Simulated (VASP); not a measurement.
## VASP inputs for Si (strained diamond)

INCAR

```
ISIF = 2
ISMEAR = -1
EDIFF = 1E-7
PREC = Accurate
NBANDS = 11
LREAL = .FALSE.
METAGGA = R2SCAN
LCHARG = .FALSE.
SIGMA = 0.02
LASPH = .TRUE.
NSW = 0
NELM = 120
IBRION = -1
LWAVE = .FALSE.
ENCUT = 520
ALGO = Normal
```

KPOINTS

```
KPOINTS created by Atomic Simulation Environment
0
Gamma
8 8 8
0 0 0
```

KPOINTS_OPT

```
special points
7
Reciprocal
0.0000000000 0.0000000000 0.0000000000 1
0.5000000000 0.0000000000 0.5000000000 1
0.6250000000 0.2500000000 0.6250000000 1
0.3750000000 0.3750000000 0.7500000000 1
0.5000000000 0.5000000000 0.5000000000 1
0.5000000000 0.2500000000 0.7500000000 1
0.0000000000 0.5000000000 0.5000000000 1
```

POSCAR

```
Si
 1.0000000000000000
    -0.0907372965000000    2.6313815992000000    2.6313815992000000
     2.6313815992000000   -0.0907372965000000    2.6313815992000000
     2.6313815992000000    2.6313815992000000   -0.0907372965000000
 Si
   2
Cartesian
 -0.0136329452143462 -0.0136329452143462 -0.0136329452143462
  1.3066394206893464  1.3066394206893464  1.3066394206893464
```

VASP ran with the recommended PBE PAW datasets (8 valence electrons in the cell).

**Question.** What does this run give?

**Answer.** gap between bands v and c 0.20 eV; least direct gap 2.23 eV; pressure 5.2 GPa.

Band v is the last that the valence electrons fill when counted band by band, and c is the next. Levels in eV from the top of v:

```
point    v−1      v     c   c+1
    Γ  -0.53   0.00  2.23  2.23
    X  -3.73  -3.23  0.20  0.76
    K  -4.99  -3.24  0.76  4.60
    L  -1.98  -1.98  1.13  2.95
    W  -4.63  -4.51  3.90  4.36
```
